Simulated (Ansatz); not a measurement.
`C#CCC(=O)O` + silanol → `C#CO[SiH3]` + acetic acid at 700 K and 1 bar (substitution at a C–C bond).

Program: Ansatz. Geometries: PBE0-D4/def2-TZVP. ΔE: electronic, gas phase. CCSD(T)/CBS adds triple-zeta CCSD(T) − MP2 to the extrapolated MP2 energy (def2 sets, frozen cores). Each species was taken in one conformer, which may not be the lowest.

```csv
species,CCSD(T)/CBS energy (Eh),H − E (kJ/mol),S (J/(mol·K))
`C#CCC(=O)O`,-304.90609,260.0,438.4
`O[SiH3]`,-366.69042,144.6,321.6
`C#CO[SiH3]`,-442.69805,188.7,399.7
`CC(=O)O`,-228.87529,215.3,365.4
```

H − E and S are ideal-gas, rigid-rotor, harmonic terms from PBE0-D4/def2-TZVP, for one conformer and one mirror image of each species. 1 Eh = 2625.50 kJ/mol, R = 8.31446 J/(mol·K).

Problem. By hand: ΔE, ΔH, ΔS and ΔG.

Solution. ΔE = (-442.69805) + (-228.87529) − (-304.90609) − (-366.69042) = 0.02317 Eh = 60.8 kJ/mol. Δ(H − E) = 188.7 + 215.3 − 260.0 − 144.6 = -0.6, so ΔH = 60.2 kJ/mol. ΔS = 399.7 + 365.4 − 438.4 − 321.6 = 5.1 J/(mol·K). ΔG = 60.2 − 700 × (5.1)/1000 = 56.6 kJ/mol.

Problem. By hand: the equilibrium constant, and the temperature at which ΔG would vanish if ΔH and ΔS stayed fixed.

Solution. log₁₀ K = −ΔG/(RT ln 10) = -4.2. ΔG = 0 at ΔH/ΔS = 11804 K, far beyond where these terms or the molecules hold.

The number of gas molecules stays the same, so ΔS is small and ΔH decides. A doubt of 5 kJ/mol in ΔE shifts log₁₀ K by 0.4 here. Other conformers and mirror images would add mixing entropy, several J/(mol·K) or more a flexible species. Modes under 60 cm⁻¹, often nearly free rotors, make the harmonic entropy too high. These are equilibria of isolated gas molecules and say nothing of rates. Largest T1 diagnostic: 0.015 (customary marks: 0.02 for closed shells, 0.045 for open ones).
